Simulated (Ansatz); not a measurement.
The system is Pb.

```
Pb
1.0
     0.01933    2.46287    2.45281
     2.50286   -0.00675    2.47889
     2.48132    2.46742    0.01479
Pb
1
Cartesian
  0.0000 0.0000 0.0000
```

The cell isn't the ideal one: cell sheared at random, sigma 0.01, atoms nudged by 0.01 Å.

Base run:

| Quantity | Value |
| --- | --- |
| Program | Ansatz 0.2.0 |
| Functional | PBE |
| Potentials or basis | Ansatz PAW |
| Cutoff | 420 eV |
| Density cutoff | 1680 eV |
| k mesh | 9 × 9 × 9 |
| Occupations | fermi-dirac, width 0.05 eV |
| Spin | no spin polarisation |

Its results: band gap on the k mesh none (metal or under the smearing width); pressure 2.6 GPa.

Task: The run is repeated on the same cell with these changes: functional from PBE to revPBE. What comes out?

Result: Band gap on the k mesh none (metal or under the smearing width); pressure 3.8 GPa.

revPBE binds less tightly than PBE, so the same cell stands under more pressure.

Caveats: the potentials were made for another functional, which shifts forces and pressure (some runs); the PAW data sets come from PBE, with cores solved anew for the run's functional, which leaves a small shift of forces and pressure (some runs).

Not every run made on this cell is shown here.
